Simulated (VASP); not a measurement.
# Ta2N (P-3m1) in VASP: a series of runs, part 2 of 2

VASP 6.6.1. Earlier steps stand in the parts before.

### 6 Single point, PBE

File INCAR:

```
ADDGRID = False ; ALGO = Normal
EDIFF = 1E-7 ; ENCUT = 460
GGA = PE ; ISIF = 2
ISMEAR = 0 ; LASPH = True
LCHARG = False ; LREAL = False
LWAVE = False ; NELM = 100
PREC = Accurate ; SIGMA = 0.01
```

File KPOINTS:

```
k-points
0
Gamma
  6 6 4
```

File POSCAR:

```
Ta2N
1.0
    3.1128615060      0.0000000000      0.0000000000
   -1.5564307530      2.6958171426      0.0000000000
    0.0000000000      0.0000000000      4.8698410000
Ta N
2 1
Direct
    0.3333333333      0.6666666667      0.2547110000
    0.6666666667      0.3333333333      0.7452890000
    0.0000000000      0.0000000000      0.0000000000
```

Potentials or basis: VASP PAW PBE potentials, release 64 (Ta_pv, N).

The run is started by

```console
> cat potpaw_PBE.64/Ta_pv/POTCAR potpaw_PBE.64/N/POTCAR > POTCAR
> mpirun -np 1 vasp_std > vasp.out
```

OUTCAR:

```text
EDIFF = 1E-7
   ENCUT = 460
   GGA = PE
   ISIF = 2
   ISMEAR = 0
   LASPH = True
   LREAL = False
   NELM = 100
   PREC = Accurate

 Found     24 irreducible k-points:

 Following reciprocal coordinates:
            Coordinates               Weight
  0.000000  0.000000  0.000000      1.000000
  0.166667  0.000000  0.000000      6.000000
  0.333333 -0.000000  0.000000      6.000000
  0.500000  0.000000  0.000000      3.000000
  0.166667  0.166667  0.000000      6.000000
  0.333333  0.166667  0.000000     12.000000
   k-points           NKPTS =     24   k-points in BZ     NKDIM =     24   number of bands    NBANDS=     17
   number of dos      NEDOS =    301   number of ions     NIONS =      3
   total plane-waves  NPLWV =  20736
   dimension x,y,z NGX =    24 NGY =   24 NGZ =   36
   dimension x,y,z NGXF=    48 NGYF=   48 NGZF=   72
   ions per type =               2   1
   NGX,Y,Z   is equivalent  to a cutoff of  12.82, 12.82, 12.29 a.u.
   NGXF,Y,Z  is equivalent  to a cutoff of  25.63, 25.63, 24.58 a.u.
 SYSTEM =  unknown system
   PREC   = accura    normal or accurate (medium, high low for compatibility)
   ISTART =      0    job   : 0-new  1-cont  2-samecut
   ICHARG =      2    charge: 1-file 2-atom 10-const
   ISPIN  =      1    spin polarized calculation?
   LNONCOLLINEAR =      F non collinear calculations
   LSORBIT =      F    spin-orbit coupling
   LASPH  =      T    aspherical Exc in radial PAW
   ENCUT  =  460.0 eV  33.81 Ry    5.81 a.u.   5.44  5.44  8.52*2*pi/ulx,y,z
   NELM   =    100;   NELMIN=  2; NELMDL= -5     # of ELM steps
   EDIFF  = 0.1E-06   stopping-criterion for ELM
   LREAL  =      F    real-space projection
   EDIFFG = 0.1E-05   stopping-criterion for IOM
   NSW    =      0    number of steps for IOM
   IBRION =     -1    ionic relax: 0-MD 1-quasi-New 2-CG
   NFREE  =      0    steps in history (QN), initial steepest desc. (CG)
   ISIF   =      2    stress and relaxation
   ISYM   =      2    0-nonsym 1-usesym 2-fastsym
   POTIM  = 0.5000    time-step for ionic-motion
   TEBEG  =    0.0;   TEEND  =   0.0 temperature during run
   PSTRESS=    0.0 pullay stress
   NELECT =      27.0000    total number of electrons
   NUPDOWN=      -1.0000    fix difference up-down
   EMIN   =  10.00;   EMAX   =-10.00  energy-range for DOS
   EFERMI =   0.00;   METHOD = LEGACY
   ISMEAR =     0;   SIGMA  =   0.01  broadening in eV -4-tet -1-fermi 0-gaus
   EFERMI_NEDOS =   21; number of points for ismear=-14 and -15
   IALGO  =     38    algorithm
   IMIX   =      4    mixing-type and parameters
     AMIX     =   0.40;   BMIX     =  1.00
     AMIX_MAG =   1.60;   BMIX_MAG =  1.00
  volume/ion in A,a.u.               =      13.62        91.93
  Fermi-wavevector in a.u.,A,eV,Ry     =   1.425852  2.694469 27.661374  2.033054
  Thomas-Fermi vector in A             =   2.546192
   LORBIT       =      0    0 simple, 1 ext, 2 COOP (PROOUT), +10 PAW based schemes
   GGA     = PE    functional components
   LHFCALC =     F    Hartree Fock is set to
   AEXX    =    0.0000 exact exchange contribution
   IVDW    =     0    specifies the selected vdW correction
   LEPSILON=     F    determine dielectric tensor
   LRPA    =     F    only Hartree local field effects (RPA)
 non-spin polarized calculation
 Gauss-broadening in eV      SIGMA  =   0.01
  energy-cutoff  :      460.00
  volume of cell :       40.87
 maximum number of plane-waves:       930
 NGX is ok and might be reduce to    24
   NGX = 11   NGY = 11   NGZ = 17

 number of electron      26.9999996 magnetization

 Free energy of the ion-electron system (eV)
  ---------------------------------------------------
  ext. energy  EPLUGINS =         0.00000000
  ---------------------------------------------------
  free energy    TOTEN  =       -34.37524858 eV

  energy without entropy =      -34.37510135  energy(sigma->0) =      -34.37517496

 E-fermi :   7.5735     XC(G=0): -12.8468

 val. band max:        7.5666544244   @ k =   0.1667   0.0000   0.2500
 cond. band min:       7.6111800444   @ k =   0.3333  -0.0000   0.5000
 fundamental gap:      0.0445256200
 Fermi energy:         7.5734951265

 k-point     1 :       0.0000    0.0000    0.0000
  band No.  band energies     occupation
      1     -28.2234      2.00000
      2     -27.5008      2.00000
      3     -27.5008      2.00000
      4     -27.3755      2.00000
      5     -27.3755      2.00000
      6     -27.2694      2.00000
[... 9 lines left out ...]
     16       7.7459      0.00000
     17       7.7459      0.00000

 k-point     2 :       0.1667    0.0000    0.0000
  band No.  band energies     occupation
      1     -28.1443      2.00000
      2     -27.6531      2.00000
      3     -27.5538      2.00000
      4     -27.5244      2.00000
      5     -27.3895      2.00000
      6     -27.3019      2.00000
[... 9 lines left out ...]
     16       7.9955      0.00000
     17       8.9845      0.00000

 k-point     3 :       0.3333   -0.0000    0.0000
  band No.  band energies     occupation
      1     -27.9869      2.00000
      2     -27.9252      2.00000
      3     -27.7939      2.00000
      4     -27.6487      2.00000
      5     -27.4272      2.00000
      6     -27.4026      2.00000
[... 9 lines left out ...]
     16       9.8100      0.00000
     17       9.9304      0.00000

 k-point     4 :       0.5000    0.0000    0.0000
  band No.  band energies     occupation
      1     -28.1187      2.00000
      2     -27.9199      2.00000
      3     -27.8009      2.00000
      4     -27.6931      2.00000
      5     -27.5004      2.00000
      6     -27.4484      2.00000
[... 9 lines left out ...]
     16      11.1597      0.00000
     17      11.5130      0.00000

 k-point     5 :       0.1667    0.1667    0.0000
  band No.  band energies     occupation
      1     -28.0096      2.00000
      2     -27.8110      2.00000
      3     -27.7980      2.00000
      4     -27.5810      2.00000
      5     -27.4664      2.00000
      6     -27.3698      2.00000
[... 9 lines left out ...]
     16       9.7737      0.00000
     17       9.9950      0.00000

 k-point     6 :       0.3333    0.1667    0.0000
  band No.  band energies     occupation
      1     -28.0485      2.00000
      2     -27.8769      2.00000
      3     -27.8038      2.00000
      4     -27.7278      2.00000
      5     -27.5382      2.00000
      6     -27.4954      2.00000
[... 9 lines left out ...]
     16      10.2009      0.00000
     17      10.8073      0.00000

 [... further k-points ...]

------------------------ aborting loop because EDIFF is reached ----------------------------------------

  FORCE on cell =-STRESS in cart. coord.  units (eV):
  Direction    XX          YY          ZZ          XY          YZ          ZX
  --------------------------------------------------------------------------------------
  -------------------------------------------------------------------------------------
  Total       -0.2566808     -0.2566808     -0.3032988      0.0000000      0.0000000      0.0000000
  in kB      -10.0632660    -10.0632660    -11.8909419      0.0000000      0.0000000      0.0000000
  external PRESSURE =     -10.6724913 kB  Pullay stress =       0.0000000 kB

 VOLUME and BASIS-vectors are now :
 -----------------------------------------------------------------------------
  energy-cutoff  :      460.00
  volume of cell :       40.87
      direct lattice vectors                 reciprocal lattice vectors
     3.112861506  0.000000000  0.000000000     0.321247829  0.185472520  0.000000000
    -1.556430753  2.695817143  0.000000000     0.000000000  0.370945041  0.000000000
     0.000000000  0.000000000  4.869841000     0.000000000  0.000000000  0.205345513

 POSITION                                       TOTAL-FORCE (eV/Angst)
 -----------------------------------------------------------------------------------
     -0.00000      1.79721      1.24040         0.000000      0.000000     -0.304188
      1.55643      0.89861      3.62944        -0.000000     -0.000000      0.304188
      0.00000      0.00000      0.00000         0.000000      0.000000      0.000000
 -----------------------------------------------------------------------------------
    total drift:                               -0.000000      0.000000      0.000000

  FREE ENERGIE OF THE ION-ELECTRON SYSTEM (eV)
  ---------------------------------------------------
  free  energy   TOTEN  =       -34.3752485778 eV

  energy  without entropy=      -34.3751013515  energy(sigma->0) =      -34.37517496
```

stdout:

```text
POSCAR found type information on POSCAR TaN
 POSCAR found :  2 types and       3 ions
 scaLAPACK will be used
 LDA part: xc-table for (Slater+PW92), standard interpolation
 POSCAR, INCAR and KPOINTS ok, starting setup
 FFT: planning ... GRIDC
 FFT: planning ... GRID_SOFT
 FFT: planning ... GRID
 WAVECAR not read
 entering main loop
```

Wall time 25 s (1 thread of AMD EPYC 7R43 (Zen 3), shared host); peak memory 0.12 GiB.

These settings aren't checked as converged: the numbers below hold their error.

Results:

```
Free energy            : -34.3752 eV
Pressure               : -1.1 GPa
Largest force          : 0.304 eV/Å
Band gap on the k mesh : none (metal or under the smearing width)
```

Caveat: the k mesh is coarse (spacing up to 0.39 Å⁻¹), so the values aren't converged; the cutoff is under 1.25 times the usual one of these potentials, so pressure, stress and relaxed cells hold a basis-set (Pulay) error.

### 7 For comparison

An earlier run on the cell as given: functional PBE; potentials or basis VASP PAW PBE potentials, release 64 (Ta_pv, N); cutoff 520 eV; k mesh 10 × 10 × 6; occupations fermi-dirac, width 0.05 eV; no spin polarisation.

- Pressure: -0.8 GPa
- Largest force: 0.027 eV/Å
- Band gap on the k mesh: none (metal or under the smearing width)
